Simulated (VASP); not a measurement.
# SnTe (F-43m) in VASP: further runs, part 2 of 2

VASP 6.6.1. Earlier steps stand in the parts before.

**3. Single point, PBEsol, spin-orbit coupling, no magnetisation**

The input, INCAR:

```
SYSTEM = SnTe
ALGO = Normal
EDIFF = 1E-7
ENCUT = 600
GGA = PS
GGA_COMPAT = .False.
ISIF = 2
ISMEAR = 0
LASPH = .True.
LCHARG = .False.
LNONCOLLINEAR = .True.
LORBIT = 11
LREAL = .False.
LSORBIT = .True.
LWAVE = .False.
MAGMOM = 0 0 0 0 0 0
NBANDS = 36
NELM = 100
PREC = Accurate
SIGMA = 0.02
```

The input, KPOINTS:

```
k-points
0
Gamma
  5 5 5
  0 0 0
```

The input, POSCAR:

```
SnTe
1.0
    0.0000000000      3.6111460000      3.6111460000
    3.6111460000      0.0000000000      3.6111460000
    3.6111460000      3.6111460000      0.0000000000
Te Sn
1 1
Direct
    0.2500000000      0.2500000000      0.2500000000
    0.0000000000      0.0000000000      0.0000000000
```

Potentials or basis: VASP PAW PBE potentials, release 64 (Te, Sn_d).

Launch:

```bash
$ cat potpaw_PBE.64/Te/POTCAR potpaw_PBE.64/Sn_d/POTCAR > POTCAR
$ mpirun -np 1 vasp_ncl > vasp.out
```

OUTCAR:

```text
SYSTEM = SnTe
   EDIFF = 1E-7
   ENCUT = 600
   GGA = PS
   ISIF = 2
   ISMEAR = 0
   LASPH = .True.
   LNONCOLLINEAR = .True.
   LORBIT = 11
   LREAL = .False.
   LSORBIT = .True.
   NELM = 100
   PREC = Accurate

 Found     14 irreducible k-points:

 Following reciprocal coordinates:
            Coordinates               Weight
  0.000000  0.000000  0.000000      1.000000
  0.200000  0.000000  0.000000      4.000000
 -0.200000  0.000000  0.000000      4.000000
  0.400000  0.000000  0.000000      4.000000
 -0.400000  0.000000  0.000000      4.000000
  0.200000  0.200000  0.000000      6.000000
   k-points           NKPTS =     14   k-points in BZ     NKDIM =     14   number of bands    NBANDS=     36
   number of dos      NEDOS =    301   number of ions     NIONS =      2
   total plane-waves  NPLWV =  74088
   dimension x,y,z NGX =    42 NGY =   42 NGZ =   42
   dimension x,y,z NGXF=    84 NGYF=   84 NGZF=   84
   ions per type =               1   1
   NGX,Y,Z   is equivalent  to a cutoff of  13.67, 13.67, 13.67 a.u.
   NGXF,Y,Z  is equivalent  to a cutoff of  27.34, 27.34, 27.34 a.u.
 SYSTEM =  SnTe
   PREC   = accura    normal or accurate (medium, high low for compatibility)
   ISTART =      0    job   : 0-new  1-cont  2-samecut
   ICHARG =      2    charge: 1-file 2-atom 10-const
   ISPIN  =      1    spin polarized calculation?
   LNONCOLLINEAR =      T non collinear calculations
   LSORBIT =      T    spin-orbit coupling
   LASPH  =      T    aspherical Exc in radial PAW
   ENCUT  =  600.0 eV  44.10 Ry    6.64 a.u.  10.20 10.20 10.20*2*pi/ulx,y,z
   NELM   =    100;   NELMIN=  2; NELMDL= -5     # of ELM steps
   EDIFF  = 0.1E-06   stopping-criterion for ELM
   LREAL  =      F    real-space projection
   EDIFFG = 0.1E-05   stopping-criterion for IOM
   NSW    =      0    number of steps for IOM
   IBRION =     -1    ionic relax: 0-MD 1-quasi-New 2-CG
   NFREE  =      0    steps in history (QN), initial steepest desc. (CG)
   ISIF   =      2    stress and relaxation
   ISYM   =      2    0-nonsym 1-usesym 2-fastsym
   POTIM  = 0.5000    time-step for ionic-motion
   TEBEG  =    0.0;   TEEND  =   0.0 temperature during run
   PSTRESS=    0.0 pullay stress
   NELECT =      20.0000    total number of electrons
   NUPDOWN=      -1.0000    fix difference up-down
   EMIN   =  10.00;   EMAX   =-10.00  energy-range for DOS
   EFERMI =   0.00;   METHOD = LEGACY
[... 285 lines left out ...]
    total drift:                               -0.000000     -0.000000     -0.000000

  FREE ENERGIE OF THE ION-ELECTRON SYSTEM (eV)
  ---------------------------------------------------
  free  energy   TOTEN  =        -7.7656823544 eV

  energy  without entropy=       -7.7656823544  energy(sigma->0) =       -7.76568235

 Spin-Orbit-Coupling matrix elements

 Ion:    1  E_soc:     -0.2260366
 l=   1
     0.0000000    -0.0376719    -0.0376719
    -0.0376719     0.0000000    -0.0376719
    -0.0376719    -0.0376719     0.0000000
 l=   2
     0.0000000     0.0000078     0.0000000     0.0000078    -0.0000087
     0.0000078     0.0000000    -0.0000065     0.0000078    -0.0000022
     0.0000000    -0.0000065     0.0000000    -0.0000065     0.0000000
     0.0000078     0.0000078    -0.0000065     0.0000000    -0.0000022
    -0.0000087    -0.0000022     0.0000000    -0.0000022     0.0000000
 l=   3
     0.0000000     0.0000000     0.0000000     0.0000000     0.0000000     0.0000000     0.0000000
     0.0000000     0.0000000     0.0000000     0.0000000     0.0000000     0.0000000     0.0000000
     0.0000000     0.0000000     0.0000000     0.0000000     0.0000000     0.0000000     0.0000000
     0.0000000     0.0000000     0.0000000     0.0000000     0.0000000     0.0000000     0.0000000
     0.0000000     0.0000000     0.0000000     0.0000000     0.0000000     0.0000000     0.0000000
     0.0000000     0.0000000     0.0000000     0.0000000     0.0000000     0.0000000     0.0000000
     0.0000000     0.0000000     0.0000000     0.0000000     0.0000000     0.0000000     0.0000000

 Ion:    2  E_soc:     -0.1058707
 l=   1
     0.0000000    -0.0114872    -0.0114872
    -0.0114872     0.0000000    -0.0114872
    -0.0114872    -0.0114872     0.0000000
 l=   2
     0.0000000    -0.0012480     0.0000000    -0.0012480    -0.0049099
    -0.0012480     0.0000000    -0.0036824    -0.0012480    -0.0012275
     0.0000000    -0.0036824     0.0000000    -0.0036824     0.0000000
    -0.0012480    -0.0012480    -0.0036824     0.0000000    -0.0012275
    -0.0049099    -0.0012275     0.0000000    -0.0012275     0.0000000
 l=   3
     0.0000000     0.0000000     0.0000000     0.0000000     0.0000000     0.0000000     0.0000000
     0.0000000     0.0000000     0.0000000     0.0000000     0.0000000     0.0000000     0.0000000
     0.0000000     0.0000000     0.0000000     0.0000000     0.0000000     0.0000000     0.0000000
     0.0000000     0.0000000     0.0000000     0.0000000     0.0000000     0.0000000     0.0000000
     0.0000000     0.0000000     0.0000000     0.0000000     0.0000000     0.0000000     0.0000000
     0.0000000     0.0000000     0.0000000     0.0000000     0.0000000     0.0000000     0.0000000
     0.0000000     0.0000000     0.0000000     0.0000000     0.0000000     0.0000000     0.0000000

 total charge

# of ion       s       p       d       tot
------------------------------------------
    1        1.394   1.943   0.016   3.352
    2        1.391   0.703   9.959  12.052
--------------------------------------------------
tot          2.784   2.646   9.974  15.404

 magnetization (x)

# of ion       s       p       d       tot
------------------------------------------
    1       -0.000  -0.000  -0.000  -0.000
    2        0.000   0.000   0.000   0.000
--------------------------------------------------
tot          0.000  -0.000   0.000  -0.000

 magnetization (y)

# of ion       s       p       d       tot
------------------------------------------
    1       -0.000  -0.000  -0.000  -0.000
    2        0.000   0.000  -0.000   0.000
--------------------------------------------------
tot          0.000  -0.000  -0.000  -0.000

 magnetization (z)

# of ion       s       p       d       tot
------------------------------------------
    1        0.000   0.000   0.000   0.000
    2        0.000  -0.000  -0.000  -0.000
--------------------------------------------------
tot          0.000  -0.000  -0.000  -0.000
```

Wall time 4.3 min (1 thread of Intel Xeon Platinum 8375C at 2.90GHz (Ice Lake), shared host); peak memory 0.57 GiB.

These settings aren't checked as converged: the numbers below hold their error.

What came out:

```
Free energy                                           : -7.7657 eV
Pressure                                              : -1.3 GPa
Valence electrons inside the program's atomic spheres : Te 3.35; Sn 12.05
```

Caveat: the PAW data sets were made with another functional, which shifts forces and pressure a little.

**4. Single point, PBEsol, spin-orbit coupling, no magnetisation**

INCAR is that of step 3.

The input, KPOINTS:

```
k-points
0
Gamma
  6 6 6
  0 0 0
```

POSCAR is that of step 3.

Launch:

```bash
$ cat potpaw_PBE.64/Te/POTCAR potpaw_PBE.64/Sn_d/POTCAR > POTCAR
$ mpirun -np 1 vasp_ncl > vasp.out
```

Run time: 5.3 min. Hardware: 1 thread of Intel Xeon Platinum 8375C at 2.90GHz (Ice Lake), shared host; peak memory 0.61 GiB.

The run converged, but some of its settings lie outside the range that counts as converged, so its numbers aren't taken as properties of the crystal.

Results:

* Free energy: -7.7656 eV
* Pressure: -1.3 GPa
* Valence electrons inside the program's atomic spheres: Te 3.35; Sn 12.05

Caveat: the PAW data sets were made with another functional, which shifts forces and pressure a little.
